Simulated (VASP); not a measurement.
# BaTiO3 (Barioperovskite): band structure with AM05

Crystal: BaTiO3 (Barioperovskite).

```
CELL_PARAMETERS angstrom
3.98550 0.00000 0.00000
0.00000 2.83690 2.84515
0.00000 -2.83690 2.84515
ATOMIC_POSITIONS crystal
Ba 0.00000 0.00000 0.00000
Ti 0.50000 0.51240 0.51240
O 0.50000 0.99184 0.50524
O 0.50000 0.50524 0.99184
O 0.00000 0.48740 0.48740
```

```json
{
  "Program": "VASP 6.6.1",
  "Task": "band structure",
  "Functional": "AM05",
  "Potentials or basis": "VASP PAW PBE potentials, release 64 (Ba_sv, Ti_sv, O)",
  "Cutoff": "520 eV",
  "k mesh": "7 × 7 × 7",
  "Occupations": "fermi-dirac, width 0.05 eV",
  "Spin": "no spin polarisation",
  "Further INCAR settings": "ALGO = Normal; EDIFF = 1e-06"
}
```

```yaml
Band_gap_on_the_k_mesh: 1.87 eV, indirect (least direct gap 2.01 eV)
Band_gap_along_the_path: 1.80 eV, indirect (least direct gap 2.01 eV)
```

Levels at the corners of the path, in eV from the valence-band top:
```csv
point,band 18,band 19,band 20,band 21,band 22,band 23
Γ,-0.36,-0.25,-0.21,1.80,1.87,2.03
X,-0.92,-0.88,-0.14,3.53,3.59,3.93
X,-0.92,-0.88,-0.14,3.53,3.59,3.93
S,-1.70,-0.83,-0.75,2.06,3.52,3.55
S,-1.70,-0.83,-0.75,2.06,3.52,3.55
R,-0.90,-0.89,-0.09,3.54,3.56,3.94
R,-0.90,-0.89,-0.09,3.54,3.56,3.94
A,-0.05,-0.01,0.00,4.15,4.19,4.21
A,-0.05,-0.01,0.00,4.15,4.19,4.21
Z,-1.75,-0.83,-0.78,2.01,3.50,3.58
Z,-1.75,-0.83,-0.78,2.01,3.50,3.58
Γ,-0.36,-0.25,-0.21,1.80,1.87,2.03
Γ,-0.36,-0.25,-0.21,1.80,1.87,2.03
Y,-0.92,-0.88,-0.14,3.53,3.59,3.93
Y,-0.92,-0.88,-0.14,3.53,3.59,3.93
X1,-0.92,-0.88,-0.14,3.53,3.59,3.93
X1,-0.92,-0.88,-0.14,3.53,3.59,3.93
A1,-0.05,-0.01,0.00,4.15,4.19,4.21
A1,-0.05,-0.01,0.00,4.15,4.19,4.21
T,-0.05,-0.01,0.00,4.15,4.19,4.21
T,-0.05,-0.01,0.00,4.15,4.19,4.21
Y,-0.92,-0.88,-0.14,3.53,3.59,3.93
Z,-1.75,-0.83,-0.78,2.01,3.50,3.58
T,-0.05,-0.01,0.00,4.15,4.19,4.21
```

Wall time 78 s on 1 thread of AMD EPYC 9R45 96-Core Processor (Zen 5), with other jobs on the host, peak memory 0.27 GiB.

Caveat: the log is that of the step along the path at fixed density, whose energy, stress, charges and moments have no meaning; spin-orbit coupling is left out, which moves the levels of the heavy elements.
